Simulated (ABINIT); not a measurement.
Here is an ABINIT 10.8.3 (patched build) calculation.

The input run.abi:

```
# Datasets: one volume each
ndtset 7
getwfk -1
scalecart1 3*0.9795861087
scalecart2 3*0.9864848297
scalecart3 3*0.9932883884
scalecart4 3*1.0000000000
scalecart5 3*1.0066227096
scalecart6 3*1.0131594038
scalecart7 3*1.0196128224

# Pseudopotentials
pp_dirpath "./"
pseudos "Zr.GGA_PBE-JTH.xml"

# Structure
acell 3*1.0
rprim
     6.1075948348     0.0000000000     0.0000000000
    -3.0537974174     5.2893322829     0.0000000000
     0.0000000000     0.0000000000     9.7264203634
ntypat 1
znucl 40
natom 2
typat 1 1
xred
     0.6666666667     0.3333333333     0.7500000000
     0.3333333333     0.6666666667     0.2500000000

# Plane-wave basis
ecut 17.0
pawecutdg 34.0

# k points
kptopt 1
ngkpt 9 9 5
nshiftk 1
shiftk 0.0 0.0 0.0

# Exchange and correlation
ixc 27

# Bands and occupations
nband 16
occopt 3
tsmear 0.00183747

# SCF cycle
nstep 100
tolvrs 1.0e-9

# Output
iomode 3
prtwf 1
prtden 0
prteig 0
prtebands 0
enunit 2
```

Potentials or basis: JTH PAW PBE v2.0.

The run is started by

```sh
$ abinit run.abi > log 2>&1
```

Task: Estimate the pressure derivative of the bulk modulus.

Result: 3.8 (rough: it moves with the points fitted).

Task: What does it give for the equilibrium volume?

Result: 23.03 Å³/atom.

Task: Predict the bulk modulus at fixed shape and positions.

Result: 97 GPa.

Energy against volume, from the lowest point:
| volume (Å³/atom) | energy (meV/atom) |
| --- | --- |
| 21.884 | 18.00 |
| 22.350 | 5.66 |
| 22.815 | 0.00 |
| 23.281 | 0.26 |
| 23.746 | 5.88 |
| 24.212 | 16.48 |
| 24.678 | 31.57 |

Caveat: pressures at fixed basis lie under the slope of the energies; the cell was scaled at fixed shape and fractional positions, which overstates the stiffness of a crystal with free parameters, most of all of layers and chains; the PAW data sets were made with another functional, which shifts forces and pressure a little.
